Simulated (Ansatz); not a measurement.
## CoO in Ansatz: the effect of strain

Crystal: CoO.

```xyz
2
Lattice="2.7153 0.0000 0.0000 -1.3577 2.4495 0.0000 0.0000 0.0000 2.7217" Properties=species:S:1:pos:R:3 pbc="T T T"
Co    0.0000    0.0000    1.3609
O     1.3577    0.8165    0.0000
```

The cell was built by a generator and needn't be a form met in nature.

The cell isn't the ideal one: strained by -4 %.

Alike in all runs:

| Item | Value |
| --- | --- |
| Program | Ansatz 0.2.0 |
| Task | relaxation of the atoms |
| Functional | PBE |
| Potentials or basis | Ansatz PAW |
| Cutoff | 420 eV (not typed: the program's choice for these potentials) |
| k mesh | 8 × 8 × 7 |
| Occupations | fermi-dirac, width 0.05 eV |
| Spin | collinear spin, ferromagnetic start |
| Starting moments | [2.0, 0.0] μB |

Each run relaxes the cell or the atoms first.

Question: One run gave: pressure 3.7 GPa. Which strain did it use?
A. -0.04
B. -0.02
C. -0.01

Answer: B.

```csv
strain,pressure (GPa)
-0.04,7.8
-0.02,3.7
-0.01,1.8
```

Caveats: a cell with one magnetic atom can't hold antiferromagnetic order, which such compounds often take; the thresholds are loose for stress.
